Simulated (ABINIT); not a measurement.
The system is Ni.

```
CELL_PARAMETERS angstrom
-1.38372 1.38372 1.38372
1.38372 -1.38372 1.38372
1.38372 1.38372 -1.38372
ATOMIC_POSITIONS crystal
Ni 0.00000 0.00000 0.00000
```

This isn't the form of Ni at room conditions, which is fcc.

Base run:

```yaml
Program: ABINIT 10.8.3 (patched build)
Functional: PBEsol
Potentials_or_basis: JTH PAW PBE v2.0
Cutoff: 1116 eV
k_mesh: 13 × 13 × 13
Occupations: fermi-dirac, width 0.05 eV
Spin: collinear spin, ferromagnetic start
Starting_moments: "[1.0] μB"
```

Its results: band gap on the k mesh none (metal or under the smearing width); pressure -1.5 GPa; net moment 0.59 μB per cell; site moments Ni +0.61 μB.

**Question.** The run is repeated on the same cell with these changes: potentials or basis from JTH PAW PBE v2.0 to PseudoDojo NC SR PBEsol v0.4.1 standard; cutoff from 1116 eV to 1333 eV. What comes out?

**Answer.** Band gap on the k mesh none (metal or under the smearing width); pressure -2.4 GPa; net moment 0.60 μB per cell; site moments Ni +0.63 μB.

Caveats: the PAW data sets were made with another functional, which shifts forces and pressure a little (some runs).
